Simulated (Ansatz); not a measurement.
# GaN (Fm-3m): equation of state with a fit, by script

Where is the equilibrium volume of GaN (Fm-3m), and how stiff is it? A script is to give an equation of state with a fit; the system is GaN (Fm-3m).

Program: Ansatz 0.2.0 through its Python package. Level of theory: DFT r2SCAN, plane waves, PAW. These are calculated values, not measurements.

### Step 1. The system

It takes space group Fm-3m (No. 225, cubic). The conventional cell has a = 4.270 Å, b = 4.270 Å, c = 4.270 Å, α = 90.00°, β = 90.00°, γ = 90.00°. Around Ga (site symmetry m-3m) lie 6 N at 2.14 Å. N (site symmetry m-3m) is surrounded by 6 Ga at 2.14 Å.

No structure file is read: the coordinates are typed or built in the script.

### Step 2. The script

Contents of gan.py:

```python
"""Energy against volume for GaN, with a fit."""

import logging
import sys
import warnings

import ansatz as az
from ase.eos import EquationOfState
from ase.units import GPa
import numpy as np

logging.basicConfig(stream=sys.stdout, format="[%(levelname)s] %(message)s")
log = logging.getLogger("gan")
log.setLevel(logging.INFO)

VECTORS = np.array([
    [0.0, 2.135235, 2.135235],
    [2.135235, 0.0, 2.135235],
    [2.135235, 2.135235, 0.0],
])
SITES = [
    ("Ga", [0.0, 0.0, 0.0]),
    ("N", [0.5, 0.5, 0.5]),
]


def make_crystal(cell):
    crystal = az.Crystal(lattice=az.Lattice.of(cell))
    for symbol, position in SITES:
        crystal = crystal.atom(symbol, position)
    return crystal


def main() -> None:
    warnings.simplefilter("ignore", az.DeckWarning)

    # scale the volume, keep shape and fractions
    volumes, energies = [], []
    for scale in np.linspace(0.92, 1.08, 7):
        cell = VECTORS * scale ** (1 / 3)
        calculation = (
            make_crystal(cell).calculation()
            .functional("r2scan")
            .pseudopotentials("paw")
            .occupations("Fixed")
            .basis(600)
            .kpoints(8, 8, 8)
        )
        rep = calculation.run().report
        volumes.append(abs(np.linalg.det(cell)) / len(SITES))
        energies.append(rep["free_energy_ev"] / len(SITES))
        log.info(f"V = {volumes[-1]:8.4f} A^3/atom  F = {energies[-1]:.5f} eV/atom")

    eos = EquationOfState(volumes, energies, eos="vinet")
    v0, e0, bulk = eos.fit()
    log.info(f"V0 = {v0:.4f} A^3/atom, E0 = {e0:.5f} eV/atom, B = {bulk / GPa:.1f} GPa")
    eos.plot("eos.png")


if __name__ == "__main__":
    main()
```

### Step 3. Launch

Started as:

```sh
python gan.py
```

**Question.** Estimate the equilibrium volume and the bulk modulus.

As calculated:

| quantity | value |
| --- | --- |
| runs compared | 7 |
| range of energy | 84.64 meV/atom |
| lowest point, volume (Å³/atom) | 9.475 |
| equilibrium volume (fit) | 9.37 Å³/atom |
| bulk modulus (fit) | 244 GPa |

A third-order Birch-Murnaghan fit through the 7 points (the script's own form differs a little) has its minimum at 9.37 Å³ an atom, 3.7 % below the typed cell, with a bulk modulus of 244 GPa and dB/dP = 4.6. From that minimum the energy rises by 15.3 meV an atom on the compressed side and 85.5 meV on the expanded side. Notes:
- For a gap this small the mesh is coarse, and bands can meet between its points.
- The structure comes from a database of computed cells and needn't be a stable or known phase.
